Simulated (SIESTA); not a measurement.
PbSe (Clausthalite):

```
Pb Se
1.0
     0.00000    3.06065    3.06065
     3.06065    0.00000    3.06065
     3.06065    3.06065    0.00000
Pb Se
1 1
Direct
  0.00000 0.00000 0.00000
  0.50000 0.50000 0.50000
```

Base run:

- Program: SIESTA 5.4.2
- Functional: PBE
- Potentials or basis: PseudoDojo 0.4 standard (PBE files)
- Basis: DZP (energy shift 0.002 Ry)
- Grid cutoff: 500 Ry
- Energy shift: 0.002 Ry
- k mesh: 6 × 6 × 6
- Occupations: fermi-dirac, width 0.05 eV
- Spin: no spin polarisation

Its results: band gap on the k mesh 0.39 eV, direct; pressure 4.1 GPa.

Task: The run is repeated on the same cell with these changes: functional from PBE to RPBE; k mesh from 6 × 6 × 6 to 8 × 8 × 8. What comes out?

Result: Band gap on the k mesh 0.44 eV, direct; pressure 6.0 GPa.

Several settings changed at once, so the effect can't be laid on one alone.

Caveats: semicore shells carry a single zeta, which can move pressures by several GPa and volumes by a few percent; spin-orbit coupling is left out, which as a rule narrows the gap of such compounds by several tenths of an eV; the basis of atomic orbitals isn't converged, which shifts pressures, moduli and gaps; the basis holds too few empty states to meet the f-sum rule, so the spectrum is short of weight at high energy (some runs); the potentials were made for another functional, which shifts forces and pressure (some runs).
